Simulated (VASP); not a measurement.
# MoS₂, relaxation of the atoms: which settings are enough?

MoS₂, P1 (no. 1), 6 atoms in the cell. PBE; PAW potentials Mo_sv, S (PBE set). VASP 6.6.1.

Wanted: energy within 2 meV/atom; shortest distances from each atom, periodic images included within 0.005 Å.

What the run is for: geometry; Accuracy asked: standard.

POSCAR:
```
MoS2
1.0
    3.1690000000      0.0000000000      0.0000000000
   -1.5845000000      2.7444345046      0.0000000000
    0.0000000000      0.0000000000     12.3240000000
Mo S
2 4
Direct
    0.6540480000      0.3496900000      0.7489890000
    0.3454600000      0.6701510000      0.2450880000
    0.6481260000      0.3411970000      0.3778540000
    0.3259410000      0.6679890000      0.8728280000
    0.6638170000      0.3384380000      0.1274370000
    0.3473240000      0.6620460000      0.6208050000
```

The series start from Plane-wave cutoff (eV): 340; k-point mesh: 5 × 5 × 2; Ionic threshold (EDIFFG): -0.01; Electronic threshold (eV): 1e-6; Precision mode (PREC): Accurate; Relaxation algorithm: IBRION=2; Electronic steps between moves: NELMIN=4 ALGO=Normal. Each series keeps the choices made before it, and each single choice may use up half of a tolerance.

## Plane-wave cutoff (eV)

| Plane-wave cutoff (eV) | Energy less reference (meV/atom) | Shortest distances from each atom, periodic images included, largest deviation (Å) | Time (s) |
|---|---|---|---|
| 230 | 43.1 | 0.0052 | 36 |
| 260 | 11.1 | 0.0039 | 56 |
| 300 | 3.4 | 0.0008 | 48 |
| 340 | 2.4 | 0.0007 | 73 |
| 420 | 0.7 | 0.0005 | 90 |
| 520 (reference) | 0.0 | 0.0000 | 97 |

Chosen: 420, the loosest value from which every tighter one stays within half of the tolerance.

## k-point mesh

| k-point mesh | Energy less reference (meV/atom) | Shortest distances from each atom, periodic images included, largest deviation (Å) | Time (s) |
|---|---|---|---|
| 3 × 3 × 1 | 1.9 | 0.0233 | 40 |
| 4 × 4 × 1 | -13.7 | 0.0056 | 76 |
| 5 × 5 × 2 | -0.1 | 0.0006 | 90 |
| 7 × 7 × 2 | -0.2 | 0.0006 | 195 |
| 8 × 8 × 2 (reference) | 0.0 | 0.0000 | 161 |

Chosen: 5 × 5 × 2.

## Ionic threshold (EDIFFG)

| Ionic threshold (EDIFFG) | Energy less reference (meV/atom) | Shortest distances from each atom, periodic images included, largest deviation (Å) | Time (s) |
|---|---|---|---|
| -0.1 | 0.1 | 0.0022 | 45 |
| -0.05 | 0.1 | 0.0022 | 44 |
| -0.02 | 0.1 | 0.0007 | 53 |
| -0.01 | 0.0 | 0.0006 | 90 |
| -0.005 | 0.0 | 0.0004 | 102 |
| -0.002 (reference) | 0.0 | 0.0000 | 110 |

Chosen: -0.1.

## Electronic threshold (eV)

| Electronic threshold (eV) | Energy less reference (meV/atom) | Shortest distances from each atom, periodic images included, largest deviation (Å) | SCF iterations | Time (s) |
|---|---|---|---|---|
| 0.0001 | 0.0 | 0.0004 | 42 | 36 |
| 1e-5 | 0.0 | 0.0001 | 54 | 53 |
| 1e-6 | 0.0 | 0.0001 | 64 | 45 |
| 1e-7 (reference) | 0.0 | 0.0000 | 74 | 70 |

Chosen: 0.0001.

## Precision mode (PREC)

| Precision mode (PREC) | Energy less reference (meV/atom) | Shortest distances from each atom, periodic images included, largest deviation (Å) | SCF iterations | Time (s) |
|---|---|---|---|---|
| Normal | 0.0 | 0.0001 | 42 | 21 |
| Accurate (reference) | 0.0 | 0.0000 | 42 | 36 |

Chosen: Normal.

## Relaxation algorithm

| Relaxation algorithm | Energy less reference (meV/atom) | Shortest distances from each atom, periodic images included, largest deviation (Å) | SCF iterations | Time (s) |
|---|---|---|---|---|
| IBRION=2 | 0.0 | 0.0000 | 42 | 21 |
| IBRION=2 POTIM=0.2 | 0.0 | 0.0017 | 43 | 22 |
| IBRION=2 POTIM=0.8 | 0.1 | 0.0062 | 42 | 20 |
| IBRION=1 | 0.1 | 0.0055 | 33 | 17 |
| IBRION=1 POTIM=0.2 | 0.0 | 0.0018 | 35 | 19 |
| IBRION=1 POTIM=0.3 NFREE=10 | 0.0 | 0.0019 | 31 | 17 |
| IBRION=3 POTIM=0.2 SMASS=0.4 | 0.0 | 0.0024 | 86 | 49 |
| IBRION=3 POTIM=0.3 | 0.0 | 0.0024 | 48 | 22 |

Chosen: IBRION=1 POTIM=0.3 NFREE=10; it saves 4.0 s of 21, so IBRION=2 would do nearly as well.

## Electronic steps between moves

| Electronic steps between moves | Energy less reference (meV/atom) | Shortest distances from each atom, periodic images included, largest deviation (Å) | SCF iterations | Time (s) |
|---|---|---|---|---|
| NELMIN=4 ALGO=Normal | 0.0 | 0.0000 | 31 | 17 |
| ALGO=Normal | 0.0 | 0.0010 | 29 | 16 |
| NELMIN=4 MAXMIX=40 ALGO=Normal | 0.0 | 0.0009 | 31 | 15 |
| NELMIN=4 ALGO=Fast | 0.0 | 0.0022 | 34 | 16 |
| NELMIN=4 MAXMIX=40 ALGO=Fast | 0.0 | 0.0024 | 34 | 16 |

Chosen: NELMIN=4 MAXMIX=40 ALGO=Normal; it saves 1.7 s of 17, so NELMIN=4 ALGO=Normal would do nearly as well.

## All choices together

| Input | Energy less reference (meV/atom) | Shortest distances from each atom, periodic images included, largest deviation (Å) | Time (s) |
|---|---|---|---|
| the program's defaults (naive) | 12.7 | 0.0074 | 6.2 |
| chosen settings | 0.6 | 0.0010 | 15 |
| reference settings throughout | 0.0 | 0.0000 | 411 |

The tolerance is met.

## The input

INCAR:
```
ALGO = Normal ; EDIFF = 1E-4
EDIFFG = -0.1 ; EFERMI = MIDGAP
ENCUT = 420 ; GGA = PE
GGA_COMPAT = F ; IBRION = 1
ISIF = 2 ; ISMEAR = 0
KPAR = 8 ; LASPH = T
LCHARG = F ; LREAL = F
LWAVE = F ; MAXMIX = 40
NELM = 120 ; NELMIN = 4
NFREE = 10 ; NSW = 120
POTIM = 0.3 ; PREC = Normal
SIGMA = 0.03
```

KPOINTS:
```
Automatic mesh
0
Gamma
  5 5 2
  0 0 0
```

Commands:
```
cat potpaw_PBE.64/Mo_sv/POTCAR potpaw_PBE.64/S/POTCAR > POTCAR
mpirun -np 8 vasp_std > vasp.out
```

The chosen input took VASP 6.6.1 15 s on 8 cores (Intel Xeon Platinum 8488C (Sapphire Rapids)), a shared host.

## An input that fails: ionic step far too long

VASP's message: internal error in: us.F  at line: 1398 internal ERROR SETYLM_AUG: 39 0 532676610 -203139313 38 2089371843 If you are not a developer, you should not encounter this problem. Please submit a bug ….

Changes against the starting input:
```
- NSW = 120
- NELM = 120
- IBRION = 2
+ NSW = 30
+ NELM = 96
+ IBRION = 1
+ POTIM = 3.0
```
